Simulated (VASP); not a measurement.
A run of VASP 6.6.1 is set up as follows.

INCAR

```
PREC = Accurate
ENCUT = 520
EDIFF = 1E-7
ISMEAR = 1
SIGMA = 0.1
LREAL = False
LASPH = True
NELM = 80
ALGO = Normal
ISIF = 2
LWAVE = False
LCHARG = False
LMAXMIX = 4
GGA = PE
NBANDS = 46
KPAR = 4
```

Contents of KPOINTS:

```
regular mesh
0
Gamma
  10 10 10
```

Contents of POSCAR:

```
GaCuSe2                                 
1.0
   -2.7882980071      2.7882980071      5.5400700783
    2.7882980071     -2.7882980071      5.5400700783
    2.7882980071      2.7882980071     -5.5400700783
  Ga              Cu              Se            
     2     2     4
Direct
     0.5000000000000000    0.5000000000000000    0.0000000000000000
     0.2500000000000000    0.7500000000000000    0.5000000000000000
     0.0000000000000000    0.0000000000000000    0.0000000000000000
     0.7500000000000000    0.2500000000000000    0.5000000000000000
     0.3750000000000000    0.3672140960340542    0.4922140960340542
     0.6327859039659458    0.1250000000000000    0.0077859039659458
     0.8750000000000000    0.8827859039659458    0.5077859039659458
     0.1172140960340542    0.6250000000000000    0.9922140960340542
```

KPOINTS_OPT

```
explicit points
188
Reciprocal
 0.0000000000  0.0000000000  0.0000000000 1
 0.0000000000  0.0000000000  0.0555555556 1
 0.0000000000  0.0000000000  0.1111111111 1
 0.0000000000  0.0000000000  0.1666666667 1
 0.0000000000  0.0000000000  0.2222222222 1
 0.0000000000  0.0000000000  0.2777777778 1
[... 180 lines left out ...]
 0.0307097400  0.0307097400  0.4692902600 1
-0.0307097400 -0.0307097400  0.5307097400 1
```

Potentials or basis: VASP PAW PBE potentials, release 64 (Ga_d, Cu, Se).

Launch:

```sh
$ cat potpaw_PBE.64/Ga_d/POTCAR potpaw_PBE.64/Cu/POTCAR potpaw_PBE.64/Se/POTCAR > POTCAR
$ mpirun -np 4 vasp_std > vasp.out
```

Question: Estimate the band gap along the path.

Answer: 0.21 eV, direct.

Question: What does it give for the band gap on the k mesh?

Answer: 0.21 eV, direct.

Question: Predict the largest force.

Answer: 0.053 eV/Å.

Forces in eV/Å, atoms in the order of the input:
```
Ga   0.000  0.000  0.000
Ga   0.000  0.000  0.000
Cu   0.000  0.000  0.000
Cu   0.000  0.000  0.000
Se   0.053  0.000  0.000
Se   0.000 -0.053  0.000
Se  -0.053  0.000  0.000
Se   0.000  0.053  0.000
```

**Experimental background.**

“Growth and anisotropy of transport properties of CuGaSe2 single crystals”, 2018, pmc:6251020 reports, for a bulk crystal of GaCuSe2: band gap 1.7 eV.

A measured gap of GaCuSe2 is 1.7 eV (“Growth and anisotropy of transport properties of CuGaSe2 single crystals”, 2018, pmc:6251020); the calculated 0.21 eV misses it by -1.49 eV. So large a miss can be the level of theory's own, or it may mean another phase, state or a wrong row. 2 values of this kind are on record in papers (1.7 to 1.72 eV); this one was drawn at random among those near their median. Spin-orbit coupling on Ga, Se is left out. The value is that of PBE, without temperature or zero-point motion. Semilocal functionals fall short of measured gaps as a rule.
